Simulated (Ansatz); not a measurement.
Runs of Ansatz 0.2.0 on TiCo. It takes space group Pm-3m (No. 221, cubic). The conventional cell has a = 2.986 Å, b = 2.986 Å, c = 2.986 Å, α = 90.00°, β = 90.00°, γ = 90.00°. Around Co (site symmetry m-3m) lie 8 Ti at 2.59 Å. Ti (site symmetry m-3m) is surrounded by 8 Co at 2.59 Å. The cell comes from a database or a generator and needn't be the stable form of this composition.

```tsv
level	cutoff (eV)	gap on the mesh (eV)	pressure (GPa)	moment (μB)
PBEsol	420	none	-7.0	0.90
LDA	420	none	-13.3	0.88
HSE06	420	none	(b)	1.00
PBE	420	none	0.2	0.90
PBE0	420	none	5.5	1.00
BLYP	420	none	(a)	0.90
r2SCAN0	500	none	6.6	1.00
revPBE	420	none	3.5	0.90
r2SCAN	500	none	0.4	0.94
RPBE	420	none	4.8	0.90
```

Alike in all rows: task projected density of states; potentials or basis Ansatz PAW; spin collinear, ferromagnetic start; cell as given; k mesh 5 × 5 × 5; smearing fermi-dirac 0.05 eV; the mesh is coarse, so values aren't converged.

Problem. Fill in the values left out.

Solution. (a) 5.6; (b) 5.7.

Caveats: all runs use coarse meshes; the PAW data sets come from PBE, with cores solved anew for the run's functional, which leaves a small shift of forces and pressure (some runs); the magnetic or orbital state may not be the lowest (some runs); the starting moments weren't kept (some runs); the thresholds are loose for stress (some runs).

A gap of «none» marks a metal or a gap under the smearing width.
